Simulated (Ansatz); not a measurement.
Density of states of SiC (P6_3mc, a = 3.095 Å, b = 3.095 Å, c = 15.186 Å, α = 90.00°, β = 90.00°, γ = 120.00°), in states per eV and primitive cell, averaged over bins of 0.3 eV. Theory: Ansatz 0.2.0, DFT PBE, scalar-relativistic, plane waves, PAW.

Settings: cutoff 420 eV, Γ-centred mesh 12×12×2 on the computed 12-atom cell, Gaussian smearing of 0.02 eV; no spin polarisation.

The cell is relaxed at this level. The states (both spins) are summed by tetrahedra on a 18×18×3 mesh at the self-consistent density. Energies are bin centres; the table starts no lower than −8 eV and ends at 6 eV, or lower where the solved bands end.

The gap is 2.02 eV at this level, with the zero inside it.

```csv
E − E_F (eV),total,C 2p,Si 3p,Si 3s,C 2s
-7.90,4.01,1.96,0.65,1.01,0.37
-7.60,3.74,1.79,0.69,0.79,0.45
-7.30,2.62,1.26,0.51,0.46,0.37
-7.00,2.17,1.06,0.45,0.32,0.33
-6.70,2.53,1.27,0.66,0.28,0.30
-6.40,2.90,1.52,0.84,0.25,0.27
-6.10,4.17,2.26,1.25,0.33,0.31
-5.80,3.85,2.11,1.14,0.30,0.27
-5.50,4.24,2.39,1.30,0.30,0.22
-5.20,4.78,2.72,1.48,0.32,0.23
-4.90,4.12,2.40,1.22,0.25,0.21
-4.60,5.24,3.13,1.57,0.27,0.22
-4.30,6.63,4.08,1.99,0.28,0.21
-4.00,5.63,3.54,1.64,0.22,0.17
-3.70,6.17,4.00,1.78,0.18,0.14
-3.40,6.78,4.53,1.89,0.16,0.13
-3.10,6.49,4.47,1.71,0.12,0.10
-2.80,7.04,5.02,1.70,0.11,0.10
-2.50,7.11,5.24,1.57,0.09,0.08
-2.20,5.68,4.35,1.11,0.05,0.05
-1.90,3.87,3.08,0.63,0.03,0.03
-1.60,2.73,2.27,0.36,0.02,0.02
-1.30,1.81,1.57,0.17,0.00,0.01
-1.00,0.28,0.25,0.02,0.00,0.00
-0.70,0.00,0.00,0.00,0.00,0.00
-0.40,0.00,0.00,0.00,0.00,0.00
-0.10,0.00,0.00,0.00,0.00,0.00
0.20,0.00,0.00,0.00,0.00,0.00
0.50,0.00,0.00,0.00,0.00,0.00
0.80,0.00,0.00,0.00,0.00,0.00
1.10,0.37,0.03,0.18,0.01,0.10
1.40,0.96,0.08,0.45,0.03,0.24
1.70,1.09,0.12,0.50,0.04,0.25
2.00,1.32,0.18,0.60,0.05,0.26
2.30,2.06,0.31,0.92,0.11,0.33
2.60,2.44,0.38,1.07,0.16,0.36
2.90,3.08,0.52,1.33,0.21,0.41
3.20,3.03,0.54,1.32,0.20,0.36
3.50,3.89,0.81,1.67,0.24,0.36
3.80,4.12,0.84,1.62,0.42,0.34
4.10,3.74,0.67,1.35,0.55,0.35
4.40,4.93,0.83,1.76,0.78,0.54
4.70,5.00,0.86,1.76,0.78,0.53
5.00,4.88,0.83,1.66,0.81,0.53
5.30,4.77,0.76,1.69,0.79,0.57
5.60,4.38,0.69,1.45,0.71,0.45
```

The columns after the total are the Löwdin projections on the occupied valence shells of the potentials. The rest of the total lies in shells that are empty in the free atom, which aren't projected, and between the atoms.

Cost: 1 run of about 1.3 core-minutes, on Intel Xeon Platinum 8488C (Sapphire Rapids) (shared hosts).